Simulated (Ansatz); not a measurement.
**Cold compression of CoSi2 (MoSi2 type)**

```xyz
3
Lattice="-1.6012 1.6012 3.5207 1.6012 -1.6012 3.5207 1.6012 1.6012 -3.5207" Properties=species:S:1:pos:R:3 pbc="T T T"
Co    0.0000    0.0000    0.0000
Si    0.0000    0.0000    2.3560
Si    0.0000    0.0000   -2.3560
```

The cell comes from a relaxation on PAW files under the same functional, begun from a prototype that needn't be the stable phase.

Its volume is scaled, and at each volume shape and atoms are relaxed on PAW files; all methods then take that cell.

Computed with Ansatz 0.2.0; functional PBE, scalar-relativistic. Settings: a Γ-centred 14×14×14 k mesh, Fermi–Dirac smearing of 0.05 eV, no spin polarisation. Methods: LAPW: all electrons, basis error target 1 meV/atom; PAW: frozen-core files, cutoff 420 eV; crystal datasets: all electrons, by PAW datasets that the program makes for each cell; norm-conserving: pseudopotentials, cutoff 1306 eV; PAW (cutoff 300 eV): frozen-core files, cutoff 300 eV.

Energies are extrapolated to zero smearing and count from the unscaled cell; pressure is positive in compression; gaps take the mesh and a band path. No temperature or zero-point motion is included.

Spin polarisation is left out, though a magnetic state may lie lower.

| V/V0 | V (Å³/atom) | P LAPW (GPa) | ΔE LAPW (eV/atom) | P PAW − LAPW (GPa) | ΔE PAW − LAPW (meV/atom) | space group | shortest distance (Å) |
| --- | --- | --- | --- | --- | --- | --- | --- |
| 1.00 | 12.03 | 0.01 | 0.000 | -0.01 | 0.0 | I4/mmm | 2.329 |
| 0.94 | 11.31 | 12.14 | 0.026 | 0.01 | 0.0 | I4/mmm | 2.296 |
| 0.88 | 10.59 | 29.1 | 0.117 | 0.03 | 0.2 | I4/mmm | 2.260 |
| 0.80 | 9.63 | 62.8 | 0.385 | 0.09 | 0.6 | I4/mmm | 2.211 |
| 0.72 | 8.66 | ? | ? | ? | ? | ? | ? |
| 0.62 | 7.46 | 229.1 | 2.161 | 0.35 | 3.3 | I4/mmm | 2.110 |

Problem. Fit the Vinet equation to the LAPW pressures shown (residuals weighted by 1/(|P| + 0.03·Pmax)), and predict the pressure of the withheld row.

Solution. The fit gives V0 = 12.03 Å³/atom, B0 = 171 GPa and B0′ = 4.59. At 8.66 Å³/atom, x = (V/V0)^(1/3) = 0.8963, and P = 3·B0·(1 − x)/x²·exp[1.5·(B0′ − 1)·(1 − x)] = 115.6 GPa. The run itself gave 115.7 GPa (-0.1 % off) and ΔE = 0.909 eV/atom.

Problem. At the smallest volume, how far do crystal datasets and norm-conserving and PAW (cutoff 300 eV) lie from LAPW in pressure?

Solution. crystal datasets: 0.00 GPa; norm-conserving: -0.93 GPa; PAW (cutoff 300 eV): -1.03 GPa, on a LAPW pressure of 229.1 GPa.

Problem. How do the Löwdin populations by LAPW change from the unscaled cell to the last row?

Solution. Co 3s 1.97 → 1.93, Co 3d 8.05 → 8.24, Si 3s 1.25 → 1.02, Si 3p 2.87 → 3.00 electrons an atom. These are projections on the shells that the free atoms fill; 0.31 e a cell lies outside them at the start and 0.38 e at the end.
